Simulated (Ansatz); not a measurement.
Zinc-blende AlSb

The numbers are results of HSE06 (Ansatz, a first-principles code, PAW), not measurements.

Numerical settings: plane-wave cutoff 460 eV, 8×8×8 k mesh, Fermi–Dirac smearing 0.01 eV, scalar-relativistic PAW data made under PBE.

Cell: measured lattice: a = b = c = 6.136 Å, α = β = γ = 90.00°.

```yaml
band_gap: 1.74 eV
smallest_direct_gap_on_the_k_points_sampled: 2.41 eV
width_of_the_whole_s_p_valence_band: 11.84 eV
```

Measured, for comparison: band gap 1.73 eV (zero-point renormalisation of 35 meV (experimental, the table's column) added back here, indirect; inputs from Miglio et al. (2020), arXiv:2011.12765).

Note: cell and atoms aren't relaxed at this level (pressure 1.0 GPa).

Spin–orbit coupling is not included; with these elements it can move the gap by several tenths of an eV or more.

Static lattice: no zero-point or thermal effects.
